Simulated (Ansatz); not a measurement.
Runs of Ansatz 0.2.0 on TiO2. The structure is monoclinic, space group C2/c (No. 15). Conventional cell: a = 5.412 Å, b = 5.413 Å, c = 5.472 Å, α = 90.00°, β = 118.77°, γ = 90.00°. Around Ti (site symmetry 2) lie 6 O at 1.93 to 2.00 Å. O (site symmetry 1) is surrounded by 3 Ti at 1.93 to 2.00 Å. The cell is a database's computed one.

```tsv
level	U	hubbard projectors	double counting	gap on the mesh (eV)	pressure (GPa)	largest force (eV/Å)
PBE	-	-	-	2.07	-1.7	0.13
PBE+U	Ti d U = 2 eV	ortho-atomic (the default)	fll (the default)	2.30	-0.2	0.15
PBE+U	Ti d U = 5 eV	ortho-atomic (the default)	fll (the default)	(b)	2.3	0.18
PBE+U	Ti d U = 1 eV	ortho-atomic (the default)	fll (the default)	2.18	-1.0	0.14
PBE+U	Ti d U = 4 eV	ortho-atomic (the default)	fll (the default)	2.57	1.4	(a)
```

Alike in all rows: task band structure; potentials or basis Ansatz PAW; no spin polarisation; cell as given; k mesh 8 × 8 × 6; cutoff (eV) 420; smearing fermi-dirac 0.05 eV.

Question: Fill in the values left out.

Answer: (a) 0.17; (b) 2.72.

A k mesh can miss the band edges.
